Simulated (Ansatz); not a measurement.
# Lattice dynamics of CsH (Fm-3m), part 2 of 2

Aim: the vibrations of CsH (Fm-3m), their spectra, and whether the structure is stable.

Ansatz 0.2.0; DFT PBEsol, scalar-relativistic, plane waves, PAW; PAW set soft_1.

So far. Step 3 (Tight relaxation): The forces vanish by symmetry and the pressure is 0.000 GPa, within the tolerances set. The cell now holds 30.57 Å³/atom. The relaxed cell has a = 6.254 Å (conventional setting).

The database entry behind the starting cell differs from later determinations by our own check (0.1 to 0.3 % short, probably kX units), so it need not match the best structure at ambient conditions.

**4. Modes at Γ**

The zone centre comes first: it holds the modes that light can see, as far as symmetry allows. The response to a homogeneous field gives the Born charges and the dielectric tensor, and its change with displacement the Raman tensors.

input.yaml reads:

```yaml
crystal:
  lattice:
    - [0.0, 3.126952603, 3.126952603]
    - [3.126952603, 0.0, 3.126952603]
    - [3.126952603, 3.126952603, 0.0]
  atoms:
    - { symbol: Cs, position: [0.0, 0.0, 0.0] }
    - { symbol: H, position: [0.5, 0.5, 0.5] }
kpoints:
  mp_grid: { grid: [8, 8, 8] }
hamiltonian:
  xc: pbesol
  pseudopotentials: { kind: paw, azcp: { folder: soft_1 }, xc_functional: pbe }
scf:
  occupations: { method: fixed }
output:
  eigenvalues: true
phonons:
  method: dfpt
  dielectric: true
  rigid_motions: translations
  raman: true
```

Run with:

```sh
> ansatz run input.yaml --threads 4 --pin off --max-ram 10240MiB --backend cpu --events-out ev --progress --plain --runs-dir out
```

Numbers of over 12 decimals in the logs are rounded to 6 here.

What it wrote:

```text
[...]
Crystal: 2 atoms, lattice volume = 61.150 Å³
Basis set: ecut = 420 eV, 1243 PW (Γ), exchange–correlation on 60×60×60 points (8 copies of the dense FFT grid, shifted against one another)
Bands: 9, of which v1, the nominal top of the filled ones, is band 5 counted from 1 (4 counted from 0)
Symmetry: 48 space group operations
k-points: 59 of 512 (irreducible under 8 space group operations, time reversal used)
[...]
SCF iter   1: F=—  HF=-5602.447645 eV  |F-HF|=—  |Δ(HF+E_count)|=         —  Δρ=3.72e-2  dr2=1.45e0  ethr=3.10e-3  ⟨swp⟩=4.3  Hψ=3322  notcnv=0  defer=111
[...]
SCF iter   8: F=-5601.931188 eV  HF=-5601.931188 eV  |F-HF|=9.09e-13  |Δ(HF+E_count)|=  6.04e-10  Δρ=1.57e-7  dr2=7.88e-12  ethr=1.00e-12  ⟨swp⟩=9.5  Hψ=4006  notcnv=0
SCF 1 converged in 8 iterations: F = -5601.931188 eV  dr2 = 7.88e-12
[...]
DFPT response loops at Γ: preconditioner auto → none (the input reference at scf.mixing.eps_inf says where Resta's filter doesn't serve); β = 0.50; Broyden in place of MSR1
── the response to a field inside a basis, on 10×10×10 k-points: an SCF that follows is theirs, and a resumed run solves both again ──
Bands: 6, of which v1, the nominal top of the filled ones, is band 5 counted from 1 (4 counted from 0)
k-points: 110 of 1000 (irreducible under 12 space group operations)
[...]
Eigensolver: Dense (110 Hₖ)
SCF iter   1: F=—  HF=-5601.930984 eV  |F-HF|=—  |Δ(HF+E_count)|=         —  Δρ=1.11e-4  dr2=1.23e-6  ethr=1.00e-1
[...]
SCF iter   4: F=-5601.930986 eV  HF=-5601.930986 eV  |F-HF|=2.64e-11  |Δ(HF+E_count)|=  8.37e-11  Δρ=3.33e-7  dr2=4.34e-11  ethr=5.85e-11
SCF 1 converged in 4 iterations: F = -5601.930986 eV  dr2 = 4.34e-11
[...]
SCF converged after 8 iterations
Free energy (F): -5601.931188 eV
[...]
Internal energy: -5601.931188 eV  (E = F + TS)
E sigma→0 (E₀):  -5601.931188 eV
Fermi energy:    3.731129 eV
[...]
--- Band table (eV; the first three rows and the last of 59) ---
[...]
--- Phonons (Γ-DFPT): 2 representative perturbations + reference, on 59 of 512 k-points (Σ response iterations 7) ---
  k mesh reduced under 8 symmetry operations, with k and −k counted as one. Each operation leaves every solved perturbation unchanged. A smaller set is not considered because the run solves the response to a homogeneous field
  ASR residual: 8.043e-5 → 0.000e0 eV/Å²; symmetrization residual: 2.480e-7 eV/Å²
  ASR residual per site (eV/Å²): 8.04e-5 1.91e-5
  Γ frequencies (cm⁻¹): 0.00 0.00 0.00 401.38 401.38 401.38
  ε∞ (high-frequency dielectric tensor):
        3.293808    -0.000000     0.000000
       -0.000000     3.293808    -0.000000
        0.000000    -0.000000     3.293808
  ε⁰ (static dielectric tensor: ions relaxed, cell fixed):
        9.702530    -0.000000     0.000000
       -0.000000     9.702530     0.000000
        0.000000     0.000000     9.702530
  ε⁰ − ε∞ (ionic part):
        6.408722    -0.000000     0.000000
       -0.000000     6.408722     0.000000
        0.000000     0.000000     6.408722
  softest optical mode at Γ: 401.38 cm⁻¹; the repairs (sum rule, projections) moved no ω² at Γ by more than (2.35 cm⁻¹)²
  Born effective charges Z* (e; rows j = field, columns β = displacement):
    site 0:
         1.13297   -0.00000    0.00000
        -0.00000    1.13297   -0.00000
        -0.00000    0.00000    1.13297
    site 1:
        -1.13297    0.00000   -0.00000
         0.00000   -1.13297    0.00000
         0.00000   -0.00000   -1.13297
  Z* charge neutrality: 2.175e-4 e pre-enforcement
  solved inside a basis spanned on kpoints, on 10×10×10 k-points: ε∞ is read to err by 7.1e-3, Z* by 9.6e-3 e (field_mesh: kpoints solves on kpoints); Z* is corrected for what the basis lacks
  Raman tensors (in the event stream and the table raman_tensors.tsv): an entry may err by 3.6e-4 Å², one of the second-order susceptibility by 1.3e-19 pm/V (basis, points and sum rule); their sum over the sites missed zero by 5.894e-21 Å² ahead of its enforcement
  optical modes at Γ without the LO–TO term, one row a degenerate level:
      ω (cm⁻¹)  modes    IR ((D/Å)²/amu)  static Raman (Å⁴/amu)  depolarisation
        401.38      3            88.8064                 0.0000               —
  optical modes at Γ + LO–TO along q̂ = [1.0000, 0.0000, 0.0000]:
      ω (cm⁻¹)  modes    IR ((D/Å)²/amu)  static Raman (Å⁴/amu)  depolarisation
        401.38      2            59.2043                 0.0000               —
        688.89      1            29.6021                 0.0000               —
  optical modes at Γ + LO–TO along q̂ = [0.0000, 1.0000, 0.0000]:
      ω (cm⁻¹)  modes    IR ((D/Å)²/amu)  static Raman (Å⁴/amu)  depolarisation
        401.38      2            59.2043                 0.0000               —
        688.89      1            29.6021                 0.0000               —
  optical modes at Γ + LO–TO along q̂ = [0.0000, 0.0000, 1.0000]:
      ω (cm⁻¹)  modes    IR ((D/Å)²/amu)  static Raman (Å⁴/amu)  depolarisation
        401.38      2            59.2043                 0.0000               —
        688.89      1            29.6021                 0.0000               —
```

Wall time 43 s (4 threads of Arm Neoverse V1, shared host); peak memory 0.69 GiB; 2.7 min of CPU time.

The column dr2 measures how far the density is from self-consistency, as an energy; F and HF (Harris–Foulkes) agree once it is small.

Numbers from this step:

* sum-rule residual before enforcement: 8.04e-5 eV/Å²
* miss of the charge sum rule: 2.18e-4 e
* estimated error of the dielectric tensor: 0.007102
* estimated error of the Born charges: 0.009553 e
* point group: m-3m
* highest optical mode at the zone centre (no LO-TO term): 401.4 cm⁻¹
* lowest optical zone-centre mode: 401.4 cm⁻¹
* mean high-frequency dielectric constant: 3.294
* largest Born charge (third of the trace): 1.133 e
* mean static dielectric constant: 9.703
* top of the zone-centre spectrum with the field: 688.9 cm⁻¹

Without the LO-TO term. Patterns of degenerate modes are one choice out of their space. The modes at Γ (shares of kinetic energy by element, %):

```csv
mode,frequency (cm⁻¹),symmetry,Cs %,H %
1,0.0,acoustic,99,1
2,0.0,acoustic,99,1
3,0.0,acoustic,99,1
4,401.4,T1u,1,99
5,401.4,T1u,1,99
6,401.4,T1u,1,99
```

Displacements in mode 4 (401.4 cm⁻¹), the largest set to 1:
```
Cs1  0.00  0.00 -0.01
H2   0.00 -0.01  1.00
```

Optical modes at the zone centre, without and with the macroscopic field of the longitudinal modes; each column is sorted by frequency, so a row need not hold one and the same mode. Modes with and without the field, by row:

```csv
rank among optical modes,no field (cm⁻¹),"q along (1, 0, 0) (cm⁻¹)"
1,401.4,401.4
2,401.4,401.4
3,401.4,688.9
```

Born charge (rows field, columns displacement) (e), principal values of the symmetric part by kind of site:

```csv
atom,atoms with these values,low,middle,high,mean
Cs1,1,1.13,1.13,1.13,1.13
H2,1,-1.13,-1.13,-1.13,-1.13
```

In full for Cs1:

```
1.13 0.00 0.00
0.00 1.13 0.00
0.00 0.00 1.13
```

High-frequency dielectric tensor:

```
3.29 0.00 0.00
0.00 3.29 0.00
0.00 0.00 3.29
```

Static dielectric tensor (ions relaxed, fixed cell):

```
9.70 0.00 0.00
0.00 9.70 0.00
0.00 0.00 9.70
```

Transverse modes. Lines of the infrared spectrum (strongest = 100):

```csv
position (cm⁻¹),label,relative intensity
401,T1u,100
```

Before it was imposed, the acoustic sum rule was missed by 8.0e-5 eV/Å² and the charge sum rule by 2.2e-4 e. Small misses are needed for a sound result but don't prove that mesh and cutoff are converged. The lowest optical mode is real, 401 cm⁻¹.

**5. Response at finite wavevector**

Stability and thermal properties need the whole zone. Linear response on a 4×4×4 q mesh gives force constants as far as a supercell of that size would, and the tensors from the zone-centre run are typed in so that the long-range dipole term is interpolated apart.

input.yaml, the sections that differ from step 4:

```yaml
phonons:
  method: dfpt
  qmesh: [4, 4, 4]
  temperatures: { t_max: 1000, t_step: 50 }
  qpath:
    path:
      - [[0.0, 0.0, 0.0], [0.5, 0.0, 0.5], [0.625, 0.25, 0.625]]
      - [[0.375, 0.375, 0.75], [0.0, 0.0, 0.0], [0.5, 0.5, 0.5], [0.5, 0.25, 0.75], [0.5, 0.0, 0.5]]
    npoints: 10
  non_analytic_term:
    high_frequency_dielectric_tensor: [[3.2938, 0.0, 0.0], [0.0, 3.2938, 0.0], [0.0, 0.0, 3.2938]]
    born_effective_charges:
      - { species: Cs, tensor: [[1.133, 0.0, 0.0], [0.0, 1.133, 0.0], [0.0, 0.0, 1.133]] }
      - { species: H, tensor: [[-1.133, 0.0, 0.0], [0.0, -1.133, 0.0], [0.0, 0.0, -1.133]] }
    source: "zone-centre run at this cell"
# crystal, kpoints, hamiltonian, scf, output: as in step 4
```

What it wrote:

```text
[...]
Crystal: 2 atoms, lattice volume = 61.150 Å³
Basis set: ecut = 420 eV, 1243 PW (Γ), exchange–correlation on 60×60×60 points (8 copies of the dense FFT grid, shifted against one another)
Bands: 9, of which v1, the nominal top of the filled ones, is band 5 counted from 1 (4 counted from 0)
Symmetry: 48 space group operations
k-points: 29 of 512
[...]
SCF iter   1: F=—  HF=-5602.447568 eV  |F-HF|=—  |Δ(HF+E_count)|=         —  Δρ=3.72e-2  dr2=1.45e0  ethr=3.10e-3  ⟨swp⟩=4.2  Hψ=1626  notcnv=0  defer=51
[...]
SCF iter   8: F=-5601.931188 eV  HF=-5601.931188 eV  |F-HF|=3.64e-12  |Δ(HF+E_count)|=  1.62e-10  Δρ=1.42e-7  dr2=7.21e-12  ethr=1.00e-12  ⟨swp⟩=7.7  Hψ=2108  notcnv=0
SCF 1 converged in 8 iterations: F = -5601.931188 eV  dr2 = 7.21e-12
[...]
NSCF: frozen V_eff on 29 k-points
[...]
DFPT response loops at q = (0, 0, 0) (fractional): preconditioner auto → none (the input reference at scf.mixing.eps_inf says where Resta's filter doesn't serve); β = 0.50; Broyden in place of MSR1
[...]
SCF converged after 8 iterations
Free energy (F): -5601.931188 eV
[...]
Internal energy: -5601.931188 eV  (E = F + TS)
E sigma→0 (E₀):  -5601.931188 eV
Fermi energy:    3.731129 eV
[...]
--- Band table (eV; the first three rows and the last of 29) ---
[...]
--- Phonons (Γ-DFPT): 2 representative perturbations + reference (Σ response iterations 7) ---
  ASR residual: 7.829e-5 → 0.000e0 eV/Å²; symmetrization residual: 2.512e-7 eV/Å²
  ASR residual per site (eV/Å²): 7.83e-5 1.72e-5
  Γ frequencies (cm⁻¹): 0.00 0.00 0.00 401.38 401.38 401.38
--- Phonons (arbitrary-q DFPT): 8 irreducible q on the 4×4×4 mesh ---
  q = [0.0000, 0.0000, 0.0000] (star 1, of the zone-centre solve; hermiticity 8.48e-7, symmetrization 3.58e-12): 0.00 0.00 0.00 401.38 401.38 401.38
  q = [0.0000, 0.0000, 0.2500] (star 8, 2 solved perturbations on 288 of 512 k-point pairs; hermiticity 6.22e-7, symmetrization 4.74e-13): 29.94 29.94 45.47 458.15 458.15 693.88
[...]
q = [0.0000, 0.2500, 0.2500] (star 6, 4 solved perturbations in 528 linear systems a pass and spin channel, the states on 164 of 512 k-point pairs; hermiticity 2.89e-7, symmetrization 2.49e-13): 26.24 26.24 54.94 424.00 424.00 636.45
[...]
sum rule: each row above includes the acoustic sum rule's correction from the zone centre's row sums; it moved no ω² by more than (2.15 cm⁻¹)²
  mesh force constants: q→R imaginary residual 3.37e-18; ASR residual 7.829e-5 → 0.000e0 eV/Å²; symmetrization residual 1.332e-15 eV/Å²
  interpolated dispersion: 63 rows × 6 modes
  density of states and harmonic sums: on the 20×20×20 q-mesh, interpolated from the force constants of a 4×4×4 supercell (with the dipole–dipole term of supplied tensors)
  largest difference from the sums on the solved wave vectors: F 1.47e-2 eV, S 1.88e-5 and C_V 3.98e-6 eV/K
  zero-point energy: 0.104756 eV/cell   skipped modes (ω ≤ 0): 3   left out of the sums: 6.25e-5 of the cell's modes: C_V's classical limit lies that fraction below 3 k_B per atom; for a crystal, a wire or a layer, F and S can be off by more, and a phonons.interpolated_qmesh denser along its periods is the remedy for the sampling
```

The job ended after 57 s (4 threads; peak memory 0.95 GiB).

Numbers from this step:

```
sum-rule residual before enforcement                       : 7.83e-5 eV/Å²
lowest frequency on the path                               : 0 cm⁻¹
highest frequency on the path or at a solved wavevector    : 698.3 cm⁻¹
mean frequency                                             : 281.6 cm⁻¹
Debye temperature (second moment)                          : 693 K
logarithmic mean frequency                                 : 147.8 cm⁻¹
lowest mode on the q mesh (acoustic modes at Γ apart)      : 26.24 cm⁻¹
zero-point energy per atom                                 : 52.38 meV
heat capacity at 300 K                                     : 20.06 J/(mol atoms K)
vibrational entropy at 300 K                               : 36.37 J/(mol atoms K)
edges of the widest gap between branches, on path and mesh : 64.5, 401.4 cm⁻¹
```

Frequencies (cm⁻¹) solved at each irreducible wavevector; negative means imaginary. Frequencies by wavevector, by row:

```csv
q in reciprocal lattice units,star,mode 1,mode 2,mode 3,mode 4,mode 5,mode 6
0 0 0,1,0,0,0,401.4,401.4,401.4
0 0 0.25,8,29.9,29.9,45.5,458.1,458.1,693.9
0 0 -0.5,4,38.3,38.3,64.5,504.9,504.9,698.2
0 0.25 0.25,6,26.2,26.2,54.9,424,424,636.5
0 0.25 -0.5,24,37.8,46.4,58.6,469,487.2,598.6
0 0.25 -0.25,12,38.3,42.6,57.5,455,498.9,652.8
0 -0.5 -0.5,3,33.9,33.9,61.1,427.2,427.2,488.2
0.25 -0.5 -0.25,6,45.9,51.5,51.5,467.8,467.8,555.1
```

Interpolated from a 4×4×4 q mesh, with the LO-TO term (at Γ the limit along the path; where Γ stands inside the path, tables give the limit on arrival). Phonon branches along the path, in cm⁻¹:

```csv
point,branch 1,branch 2,branch 3,branch 4,branch 5,branch 6
Γ,0,0,0,401,401,689
halfway,26,26,55,424,424,636
X,34,34,61,427,427,488
halfway,36,41,60,439,469,488
U,39,51,56,467,482,549
jump to K,39,51,56,467,482,549
halfway,33,35,51,444,480,675
Γ,0,0,0,401,401,689
halfway,30,30,46,458,458,694
L,38,38,64,505,505,698
halfway,40,47,60,486,492,633
W,46,52,52,468,468,555
halfway,41,41,58,444,485,497
X,34,34,61,427,427,488
```

The phonon branches as a text plot (rows in cm⁻¹):

```
    684 |****                   *********************
    655 |    **              ***                     *
    626 |      *            *                         *
    596 |       *          *                           **
    567 |        *                                       **
    538 |         **     **                                **
    509 |           *   *   ***                *******       *
    480 |            ********  **            **      ************
    451 |              ***   *******       **              *****
    422 |  ************           ***    **                    **
    393 |**                          ****
    364 |
    335 |
    306 |
    276 |
    247 |
    218 |
    189 |
    160 |
    131 |
    102 |
     73 |       *********                      ********       ***
     44 |   ************************      ***********************
     15 |*******                 ***********
         Γ           X  U|K            Γ         L        W     X
```

Tetrahedra on a 20×20×20 mesh, mean over bins of 10 cm-1. Interpolated from a 4×4×4 q mesh. The phonon density of states by wavenumber; read off at these points:

```csv
wavenumber (cm⁻¹),phonon density of states (1/cm⁻¹/cell)
5,4.6e-4
25,0.0193
35,0.104
45,0.0771
65,0.0180
75,0
95,0
115,0
135,0
155,0
175,0
195,0
215,0
225,0
245,0
265,0
285,0
305,0
325,0
345,0
355,0
375,0
395,0
415,0.00239
435,0.0169
455,0.0227
475,0.0306
485,0.036
505,0.0104
525,0.00189
545,0.00273
565,0.00413
585,0.00454
605,0.00499
625,0.00558
635,0.00593
655,0.00691
675,0.00858
685,0.0118
695,0.00381
```

The partial phonon density of states has structure finer than the step of the table below, so its rows give means over 25 cm⁻¹, whole bins alone (the curve runs from -10 to 729 cm⁻¹). Peaks (cm⁻¹: height): Cs 41.1: 0.100; H 482.8: 0.0352, 678.0: 0.00988.

Phonopy on the run's constants, 15x15x15 mesh, Gaussian sigma 5.3 cm-1. Interpolated from a 4×4×4 q mesh. Table of partial phonon density of states by wavenumber; means over each step; values in 1/cm⁻¹/cell:

```csv
wavenumber (cm⁻¹),Cs,H
25,0.0366,9.2e-5
50,0.0735,9.0e-5
75,0.00888,6.4e-6
100,0,0
125,0,0
150,0,0
175,0,0
200,0,0
225,0,0
250,0,0
275,0,0
300,0,0
325,0,0
350,0,0
375,0,4.8e-7
400,4.4e-6,6.4e-4
425,4.1e-5,0.00947
450,6.0e-5,0.0209
475,3.5e-5,0.0303
500,5.5e-6,0.0199
525,0,0.00235
550,0,0.00308
575,0,0.00411
600,0,0.00490
625,0,0.00563
650,5.9e-6,0.00657
675,1.9e-5,0.00862
700,8.2e-6,0.00333
```

Second derivatives of the energy by pair, one row for each kind of neighbour of each atom listed. Each entry sums the pair over the periodic images of the supercell that the q mesh stands for, and in a polar crystal it holds the long-range dipole part too. Force constants by pair, by row:

```csv
atom,neighbour,distance (Å),third of the trace (eV/Å²),along the pair's line (eV/Å²)
Cs1,itself,0,1.199,–
Cs1,H,3.127,-0.1534,-0.2409
Cs1,Cs,4.422,-0.0265,-0.2008
Cs1,H,5.416,0.0024,0.0675
Cs1,Cs,6.254,-0.0015,-0.0389
Cs1,H,6.992,0.0066,0.0424
H2,itself,0,1.016,–
H2,Cs,3.127,-0.1534,-0.2409
H2,H,4.422,0.0047,-0.0958
H2,Cs,5.416,0.0024,0.0675
H2,H,6.254,-0.0428,-0.1319
H2,Cs,6.992,0.0066,0.0424
```

Harmonic thermodynamic functions per atom, from the density of states. Interpolated from a 4×4×4 q mesh. Thermodynamic functions, by row:

```csv
T (K),F_vib (meV/atom),S (J/mol-atom/K),C_V (J/mol-atom/K)
0,52.38,0,0
50,50.04,10.79,10.87
100,42.15,18.9,12.55
200,17.06,28.87,16.84
300,-16.9,36.37,20.06
400,-57.83,42.41,21.83
500,-104.5,47.4,22.82
600,-155.8,51.62,23.41
700,-211.2,55.26,23.79
800,-270.2,58.45,24.05
900,-332.3,61.29,24.23
1000,-397.1,63.85,24.36
```

Harmonic mean-square displacement, third of the trace. Interpolated from a 4×4×4 q mesh. Mean square displacements, by row:

```csv
T (K),Cs1 U_eq (Å²),H2 U_eq (Å²)
0,0.00311,0.03367
100,0.01221,0.03702
300,0.03583,0.05174
600,0.07151,0.08569
```

Symmetry leaves 8 wavevectors to solve. The lowest mode among them, the acoustic zeros apart, lies at q = (0, 0.25, 0.25) and is real, 26.2 cm⁻¹.

**6. Another isotope**

An isotope changes the mass and not the force constants, so no new electronic calculation is needed; the shifts show which modes move this element.

The same force constants with the mass of H changed from 1.008 to 2.014 u (phonopy, no LO-TO term). Both lists are sorted by frequency; levels can cross, so a row need not hold one and the same mode. Modes under 3 cm⁻¹ are left out. Isotope shifts, by row:

```csv
q,rank,natural mass (cm⁻¹),changed mass (cm⁻¹)
0 0 0,4,401.4,285
0 0 0,5,401.4,285
0 0 0,6,401.4,285
0 0 0.25,1,29.94,29.91
0 0 0.25,2,29.94,29.91
0 0 0.25,3,45.47,45.39
0 0 0.25,4,458.1,324.5
0 0 0.25,5,458.1,324.5
0 0 0.25,6,693.9,491.8
0 0 -0.5,1,38.31,38.31
0 0 -0.5,2,38.31,38.31
0 0 -0.5,3,64.51,64.51
0 0 -0.5,4,504.9,357.2
0 0 -0.5,5,504.9,357.2
0 0 -0.5,6,698.2,494
0 0.25 0.25,1,26.24,26.17
0 0.25 0.25,2,26.24,26.17
0 0.25 0.25,3,54.94,54.89
0 0.25 0.25,4,424,300.7
0 0.25 0.25,5,424,300.7
0 0.25 0.25,6,636.5,450.7
```

A mode of this element alone would shift by -29.26 %. The highest zone-centre frequency without the field goes from 401.4 to 285.0 cm⁻¹ (-29.0 %). The product of the frequency ratios over all optical modes at Γ is 0.358; the product rule, (m/m′)^(3k/2) (M′/M)^(3/2) with k = 1 such atoms and M the mass of the cell, gives 0.358.

**7. Summary of results**

```yaml
space_group_after_relaxation_within_0p01_a: Fm-3m
volume_per_atom: 30.6 Å³
gap_on_the_k_mesh: 2.07 eV
highest_optical_mode_at_the_zone_centre_no_lo_to_term: 401 cm⁻¹
top_of_the_zone_centre_spectrum_with_the_field: 689 cm⁻¹
lowest_optical_zone_centre_mode: 401 cm⁻¹
mean_high_frequency_dielectric_constant: 3.29
mean_static_dielectric_constant: 9.70
largest_born_charge_third_of_the_trace: 1.13 e
lowest_mode_on_the_q_mesh_acoustic_modes_at_gamma_apart: 26.2 cm⁻¹
highest_frequency_on_the_path_or_at_a_solved_wavevector: 698 cm⁻¹
zero_point_energy_per_atom: 52.4 meV
heat_capacity_at_300_k: 20.1 J/(mol atoms K)
vibrational_entropy_at_300_k: 36.4 J/(mol atoms K)
debye_temperature_second_moment: 693 K
imaginary_modes_on_the_4x4x4_q_mesh: none
```

In words: The structure is a minimum as far as tested: no mode is imaginary at the 8 irreducible wavevectors of the 4×4×4 mesh, and the softest away from the acoustic zeros lies at 26 cm⁻¹. Without the field, the optical modes at Γ form one degenerate level at 401 cm⁻¹. The highest mode in this list at Γ, 401.4 cm⁻¹, is mostly motion of H (99 % of the kinetic energy). With the macroscopic field of the longitudinal modes the top of the zone-centre spectrum lies at 689 cm⁻¹, against 401 cm⁻¹ without it. Lattice motion raises the mean dielectric constant from 3.294 to 9.703. The strongest infrared line is at 401 cm⁻¹. No mode is Raman active to first order. On the path and the mesh, the widest gap between branches runs from 64 to 401 cm⁻¹. Spin-orbit coupling is left out, which can matter for the heavy elements here. The PAW files were made for PBE and serve the other functionals too. These are harmonic frequencies at zero temperature: anharmonic shifts, linewidths and thermal expansion are left out.

[Logs are printed without paths, hosts, clocks, repeated set-up lines and the standing remarks that a program may print on its own settings, such as how far it seeks lower states.]

[Hosts, paths, dates, database ids (printed as entryN), source tags and the programs' standing remarks are cut or masked in the printed files.]
